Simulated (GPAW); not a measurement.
Na2S, 3 atoms in the cell. The structure is cubic, space group Fm-3m (No. 225). Conventional cell: a = 6.547 Å, b = 6.547 Å, c = 6.547 Å, α = 90.00°, β = 90.00°, γ = 90.00°. Around S (site symmetry m-3m) lie 8 Na at 2.83 Å. Around Na (site symmetry -43m) lie 4 S at 2.83 Å. 

| Property | Result |
| --- | --- |
| Program | GPAW 26.7.0 |
| Task | single point |
| Functional | TB-mBJ |
| Potentials or basis | GPAW PAW data sets for LDA (gpaw-data 1.2.1) |
| Cutoff | 800 eV |
| Basis | pw |
| k mesh | 8 × 8 × 8 |
| Occupations | fermi-dirac, width 0.05 eV |
| Spin | no spin polarisation |
| Maxiter | 150 |

Potentials or basis: GPAW PAW data sets for LDA (gpaw-data 1.2.1), pw.

Command:

```bash
$ OMP_NUM_THREADS=1 python run.py
```

Hardware: 1 thread of Arm Neoverse V2 (shared host).

Question: How long does it take, and how much memory?

Answer: Run time: 3 min on 1 thread of Arm Neoverse V2, with other jobs on the host, peak memory 0.3 GiB. Counts: scf iterations 63.
